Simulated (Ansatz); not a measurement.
Runs of Ansatz 0.2.0 on Fe. Symmetry: Im-3m, No. 229, cubic system. Conventional cell: a = 2.886 Å, b = 2.886 Å, c = 2.886 Å, α = 90.00°, β = 90.00°, γ = 90.00°. Around Fe (site symmetry m-3m) lie 8 Fe at 2.50 Å. 

```tsv
task	level	potentials or basis	spin	U	cell	cutoff (eV)	smearing	driver	hubbard projectors	double counting	points for each segment of the path	gap on the mesh (eV)	pressure (GPa)	moment (μB)
single point	PBE+D4+U	Ansatz PAW accurate	collinear, ferromagnetic start	Fe d U = 3 eV	as given	950	fermi-dirac 0.15 eV	chain	all-electron-ortho-atomic	fll (the default)	-	none	1.3	(a)
band structure	PBE	Ansatz PAW earlier set	collinear, ferromagnetic start	-	as given	844	fermi-dirac 0.05 eV	-	-	-	14	none	(b)	2.24
relaxation of cell and atoms	revPBE+U	PseudoDojo standard (PBE files)	collinear, random start	Fe d U = 4 eV	relaxed	1225	fermi-dirac 0.15 eV	-	all-electron-ortho-atomic	fll (the default)	-	-	0.0	2.93
band structure	LDA	JTH PAW LDA	collinear, ferromagnetic start	-	as given	1320	fermi-dirac 0.05 eV	-	-	-	14	none	-26.2	2.21
```

Alike in all rows: k mesh 13 × 13 × 13.

Question: Fill in the values left out.

Answer: (a) 2.70; (b) -9.7.

Caveats: the magnetic or orbital state may not be the lowest (some runs); the U is typed as a test and isn't derived for this compound (some runs); pairwise dispersion overbinds metals, which lowers pressure and volume (some runs); the potentials were made for another functional, which shifts forces and pressure (some runs); the plane-wave basis is chosen anew once the cell has moved, so the energies of steps on either side of that aren't comparable (some runs); so large a pressure means that the cell lies far from this level's equilibrium, or that cutoff or potentials fall short (some runs).

A k mesh can miss the band edges.

A gap of «none» marks a metal or a gap under the smearing width.

Not every run made on this cell is shown here.
